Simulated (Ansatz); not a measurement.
Crystal: HfSiO4 (Hafnon).

```xyz
12
Lattice="-3.2862 3.2862 2.9816 3.2862 -3.2862 2.9816 3.2862 3.2862 -2.9816" Properties=species:S:1:pos:R:3 pbc="T T T"
Hf    0.0000    0.0000    0.0000
Hf    0.0000    3.2862    1.4908
Si    0.0000    0.0000    2.9816
Si    3.2862    0.0000    1.4908
O     2.0736    3.2862    1.0746
O     3.2863   -1.2126    2.5654
O     1.2126    0.0000    4.0562
O     3.2862    1.2126    2.5654
O     2.0736    0.0000    0.4162
O     0.0000    1.2126    1.9070
O     4.4989    0.0000    0.4162
O     3.2862    2.0736   -1.0746
```

Program: Ansatz 0.2.0. Alike in all runs: task band structure; potentials or basis Ansatz PAW; no spin polarisation; cell as given; k mesh 5 × 5 × 5; smearing fermi-dirac 0.05 eV.

Question: Order these runs on this cell by their band gap on the k mesh, lowest first.
A. level PBEsol; cutoff (eV) 420
B. level RPBE; cutoff (eV) 420
C. level r2SCAN; cutoff (eV) 500

Answer: A (5.36 eV), B (5.54 eV), C (6.03 eV).

Caveats: spin-orbit coupling is left out, which moves the levels of the heavy elements.

